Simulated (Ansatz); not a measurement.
**SrO (zincblende structure)**

Computed with Ansatz (plane waves, PAW, 500 eV cutoff): r²SCAN, scalar-relativistic, no spin polarisation, Γ-centred 8×8×8 mesh, 0.05 eV Gaussian smearing; PAW files: Ansatz's generated set soft_2.

```yaml
crystal:
  lattice:
    - [0.00000, 2.79217, 2.79217]
    - [2.79217, 0.00000, 2.79217]
    - [2.79217, 2.79217, 0.00000]
  atoms:
    - { symbol: Sr, position: [0.00000, 0.00000, 0.00000] }
    - { symbol: O, position: [0.25000, 0.25000, 0.25000] }
```

This is a trial structure; measured cells of the compound in the Crystallography Open Database are in space group Fm-3m (rock salt).

Elastic constants come from the stress of slightly strained cells with relaxed atoms, in GPa, Voigt order xx, yy, zz, yz, xz, xy in the Cartesian frame of the vectors above.

(1) Give the elastic tensor.

Answer:

(1) 
```
72.2 62.2 62.2  0.0  0.0  0.0
62.2 72.2 62.2  0.0  0.0  0.0
62.2 62.2 72.2  0.0  0.0  0.0
 0.0  0.0  0.0 26.5  0.0  0.0
 0.0  0.0  0.0  0.0 26.5  0.0
 0.0  0.0  0.0  0.0  0.0 26.5
```

Question: Is the crystal mechanically stable, and what are its polycrystalline moduli?

Answer: Stable against homogeneous strain: the smallest eigenvalue of the tensor is 10.1 GPa. Hill averages: K = 66 GPa, G = 13.9 GPa, E = 39 GPa, ν = 0.40.

For a cubic crystal three numbers say it all: C11 = 72.2, C12 = 62.2, C44 = 26.5 GPa. K = (C11 + 2C12)/3 = 65.5 GPa. The two shear moduli are C44 and C′ = (C11 − C12)/2 = 5.0 GPa, so Zener's ratio C44/C′ is 5.27: the crystal is stiffest along ⟨111⟩ and softest along ⟨100⟩. The Cauchy pressure C12 − C44 is 36 GPa; pair forces would make it zero if every atom sat on a centre of inversion, which isn't so here, so internal relaxation also enters.

The equation of state, an independent route, gives B0 = 65 GPa, against 66 GPa here.

It ran for 52 s on 2 threads of Arm Neoverse V1, on a shared host, peak memory 0.51 GiB.

